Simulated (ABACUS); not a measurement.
## AlN in ABACUS: the effect of basis

The system is AlN.

```
Al N
1.0
     3.04945    0.00000    0.00000
    -1.52473    2.64090    0.00000
     0.00000    0.00000    4.87932
Al N
2 2
Cartesian
  1.5247 0.8803 2.4397
  0.0000 1.7606 0.0000
  1.5247 0.8803 4.2938
  0.0000 1.7606 1.8541
```

The cell isn't the ideal one: volume scaled by 0.94.

Alike in all runs:

| Item | Value |
| --- | --- |
| Program | ABACUS 3.10.1 |
| Task | equation of state |
| Functional | PBE |
| Potentials or basis | PseudoDojo NC SR 0.4.1 PBE standard |
| k mesh | 7 × 7 × 4 |
| Occupations | fermi-dirac, width 0.05 eV |
| Spin | no spin polarisation |

| basis | cutoff | gap on the mesh (eV) | pressure (GPa) | largest force (eV/Å) |
| --- | --- | --- | --- | --- |
| DZP | 1361 eV | 5.23 | 19.3 | 0.17 |
| TZDP | 1361 eV | ? | ? | ? |
| pw | 1143 eV | 4.77 | 17.8 | 0.18 |

Problem. What does the run with basis TZDP give?

Solution. gap on the mesh 4.78 eV; pressure 18.2 GPa; largest force 0.17 eV/Å.

Caveats: the atomic orbitals were generated for these runs and aren't a published set (some runs); the basis of atomic orbitals isn't converged, which shifts pressures, moduli and gaps (some runs); an odd mesh through Γ misses points on the zone boundary, where band edges often lie (some runs); there are fewer bands than atomic start orbitals, so a level may be missed at k points of high symmetry (some runs).
